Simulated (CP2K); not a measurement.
TiSi2:

```
Ti Si
1.0
     6.98595    0.00000    0.00000
    -6.09399    3.41567    0.00000
     0.00000    0.00000    3.56517
Ti Si
2 4
Direct
  0.10312 0.89688 0.25000
  0.89688 0.10312 0.75000
  0.75031 0.24969 0.25000
  0.24969 0.75031 0.75000
  0.44175 0.55825 0.25000
  0.55825 0.44175 0.75000
```

The cell comes from a database or a generator and needn't be the stable form of this composition.

Base run:

| Item | Value |
| --- | --- |
| Program | CP2K 2026.2 |
| Functional | PBE |
| Potentials or basis | POTENTIAL_UZH Ti GTH-PBE-q12, Si GTH-PBE-q4; TZVP-MOLOPT-PBE-GTH basis |
| Density cutoff | 6123 eV |
| k mesh | 8 × 8 × 8 |
| Occupations | fermi-dirac, width 0.05 eV |
| Spin | no spin polarisation |

Its results: band gap on the k mesh none (metal or under the smearing width); pressure 1.6 GPa; largest force 0.225 eV/Å.

Task: The run is repeated on the same cell with these changes: functional from PBE to PBEsol; ngrids from 4 to 5. What comes out?

Result: Band gap on the k mesh none (metal or under the smearing width); pressure -1.1 GPa; largest force 0.310 eV/Å.

Caveats: the basis of atomic orbitals isn't converged, which shifts pressures, moduli and gaps; the potentials were made for another functional, which shifts forces and pressure (some runs).

Not every run made on this cell is shown here.
